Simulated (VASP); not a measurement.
Set up this calculation in VASP 6.6.1, as the native input.

```yaml
Task: single point
Functional: PBE
Potentials_or_basis: VASP PAW PBE potentials, release 64 (Pt)
Cutoff: 520 eV
k_mesh: 9 × 9 × 2
Occupations: gaussian, width 0.1 eV
Spin: no spin polarisation
Dipole_correction: no
Further_INCAR_settings: ALGO = Fast; EDIFF = 1e-06; NBANDS = 28
```

The structure of Pt lies in POSCAR:

```
Pt
1.0
    2.7339266306      0.0000000000      0.0000000000
   -1.3669633153      2.3676499142      0.0000000000
    0.0000000000      0.0000000000     10.0196711701
Pt
4
Direct
    0.3333333333      0.6666666667      0.1190652069
    0.6666666667      0.3333333333      0.6190652069
    0.3333333333      0.6666666667      0.3809347931
    0.6666666667      0.3333333333      0.8809347931
```

The cell was built by a generator and needn't be a form met in nature.

The input as run:

INCAR

```
ALGO = Fast
EDIFF = 1E-6
ENCUT = 520
GGA = PE
ISIF = 2
ISMEAR = 0
LASPH = T
LCHARG = T
LELF = T
LREAL = F
LVHAR = T
LWAVE = F
NBANDS = 28
NELM = 100
PREC = Accurate
SIGMA = 0.1
```

KPOINTS

```
k-points
0
Gamma
  9 9 2
```

Potentials or basis: VASP PAW PBE potentials, release 64 (Pt).

Launch:

```bash
$ cat potpaw_PBE.64/Pt/POTCAR > POTCAR
$ mpirun -np 1 vasp_std > vasp.out
```

Results of the run:

```
Pressure               : -0.4 GPa
Largest force          : 0.030 eV/Å
Band gap on the k mesh : none (metal or under the smearing width)
```

Run time: 39 s on 1 thread of Intel(R) Xeon(R) Platinum 8259CL CPU @ 2.50GHz (Skylake/Cascade Lake) (shared host), peak memory 0.19 GiB.
